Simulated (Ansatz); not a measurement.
Runs of Ansatz 0.2.0 on P. Symmetry: Cmce, No. 64, orthorhombic system. The conventional cell has a = 3.295 Å, b = 10.930 Å, c = 4.544 Å, α = 90.00°, β = 90.00°, γ = 90.00°. Around P (site symmetry m) lie 3 P at 2.20 to 2.25 Å. 

| level | cutoff (eV) | gap on the mesh (eV) | pressure (GPa) | largest force (eV/Å) |
| --- | --- | --- | --- | --- |
| r2SCAN | 500 | (c) | 0.8 | 0.09 |
| r2SCAN0 | 500 | 1.75 | -0.8 | 0.17 |
| revPBE | 420 | (a) | 3.4 | 0.35 |
| LDA | 420 | 0.34 | -2.0 | 0.20 |
| PBEsol | 420 | 0.37 | -0.5 | 0.29 |
| RPBE | 420 | (b) | 3.9 | 0.35 |
| BLYP | 420 | 0.52 | 6.5 | 0.46 |
| PBE | 420 | 0.44 | 2.1 | (d) |

Alike in all rows: task projected density of states; potentials or basis Ansatz PAW; no spin polarisation; cell as given; k mesh 5 × 5 × 4; smearing fermi-dirac 0.05 eV.

Fill in the values left out.

(a) 0.48; (b) 0.49; (c) 0.57; (d) 0.33.

Caveats: odd divisions of the mesh miss points on the zone boundary, where band edges often lie, so the gap on the mesh can be too wide; the density of states is complete only up to the lowest level of the last band computed; the PAW data sets come from PBE, with cores solved anew for the run's functional, which leaves a small shift of forces and pressure (some runs); the thresholds are loose for stress (some runs).

A k mesh can miss the band edges.
